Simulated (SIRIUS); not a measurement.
Runs of SIRIUS 7.10.0 on YN. It takes space group Fm-3m (No. 225, cubic). Conventional cell: a = 4.877 Å, b = 4.877 Å, c = 4.877 Å, α = 90.00°, β = 90.00°, γ = 90.00°. Y (site symmetry m-3m) has 6 N at 2.44 Å as nearest neighbours. Around N (site symmetry m-3m) lie 6 Y at 2.44 Å. 

```tsv
task	level	potentials or basis	radial cutoff for the potentials' integrals	pseudo rcut	energy tol	density tol	mixer	gap on the mesh (eV)	pressure (GPa)	V0 of scaled cells (Å³/atom)	B0 (GPa)
equation of state	PBEsol	PseudoDojo 0.4.1 PBEsol standard (scalar relativistic)	6.5 bohr	6.5 bohr	-	-	-	-	-	(c)	(b)
equation of state	PBE	PseudoDojo 0.4.1 PBE standard (scalar relativistic)	-	-	-	-	-	-	-	(a)	159
single point	PBEsol	PseudoDojo 0.4.1 PBEsol standard (scalar relativistic)	6.5 bohr	6.5 bohr	1e-08 Ha	1e-06	anderson	0.16	-2.1	-	-
single point	PBE	PseudoDojo 0.4.1 PBE standard (scalar relativistic)	-	-	1e-08 Ha	1e-06	anderson	0.24	2.9	-	-
```

Alike in all rows: no spin polarisation; cell as given; k mesh 9 × 9 × 9; cutoff (eV) 1152; smearing fermi-dirac 0.05 eV.

**Question.** Fill in the values left out.

**Answer.** (a) 14.76; (b) 171; (c) 14.32.

Caveats: an odd mesh through Γ misses points on the zone boundary, where band edges often lie (some runs).

A k mesh can miss the band edges, and the runs leave out spin-orbit coupling on Y.

Not every run made on this cell is shown here.
